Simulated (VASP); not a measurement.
ZrSe2, 3 atoms in the cell. The structure is trigonal, space group P-3m1 (No. 164). Conventional cell: a = 3.798 Å, b = 3.798 Å, c = 6.192 Å, α = 90.00°, β = 90.00°, γ = 120.00°. Zr (site symmetry -3m) has 6 Se at 2.68 Å as nearest neighbours. Around Se (site symmetry 3m) lie 3 Zr at 2.68 Å. 

| Property | Result |
| --- | --- |
| Program | VASP 6.6.1 |
| Task | single point |
| Functional | PBE |
| Potentials or basis | VASP PAW PBE potentials, release 64 (Zr_sv_GW, Se_GW) |
| Cutoff | 450 eV |
| k mesh | 3 × 3 × 2 |
| Occupations | gaussian, width 0.02 eV |
| Spin | no spin polarisation |
| Further INCAR settings | ALGO = Normal; EDIFF = 1e-06; NBANDS = 19 |

Potentials or basis: VASP PAW PBE potentials, release 64 (Zr_sv_GW, Se_GW).

The run is started by

```sh
$ cat potpaw_PBE.64/Zr_sv_GW/POTCAR potpaw_PBE.64/Se_GW/POTCAR > POTCAR
$ mpirun -np 1 vasp_std > vasp.out
```

Hardware: 1 thread of AMD EPYC 7571 (shared host).

How long does it take, and how much memory?

Wall time 36 s on 1 thread of AMD EPYC 7571 (shared host), peak memory 0.16 GiB. Counts: scf iterations 15, k points 6.
